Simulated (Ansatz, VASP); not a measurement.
## Two plane-wave programs on TiAl5

```xyz
6
Lattice="5.2386 0.0000 0.0000 -2.6193 4.5368 0.0000 0.0000 0.0000 4.3945" Properties=species:S:1:pos:R:3 pbc="T T T"
Ti    0.0000    0.0000    0.0000
Al    2.6193    0.0000    2.1973
Al    1.3097    2.2684    2.1973
Al   -1.3097    2.2684    2.1973
Al    0.0000    3.0245    0.0000
Al    2.6193    1.5123    0.0000
```

Change from the starting cell: species swapped into the YZn5 type (P6/mmm, No. 191).

Alike in both runs: task single point; functional PBE; k mesh 6 × 6 × 4; occupations gaussian, width 0.1 eV; collinear spin.

```csv
,VASP,Ansatz
version,VASP 6.6.1,Ansatz 0.2.0
potentials or method,"VASP PAW PBE potentials, release 64 (Ti_sv, Al)","scalar-relativistic, plane waves, PAW"
plane-wave cutoff (eV),520,420
valence electrons in the cell,27,27
```

Ansatz gave:

| Item | Value |
| --- | --- |
| gap on the k mesh at the Fermi level (eV) | none |
| pressure (GPa) | 0.6 |
| net moment per atom (μB) | 0.21 |
| size of the moment on the site where the two differ most (μB) | 0.97 |

Question: Estimate VASP's values.

Answer: gap on the k mesh at the Fermi level (eV): none; pressure (GPa): 0.6; net moment per atom (μB): 0.21; size of the moment on the site where the two differ most (μB): 0.91.

Site moments also hang on the region over which each program counts them. A gap of «none» marks a metal or a gap that the smearing closes.
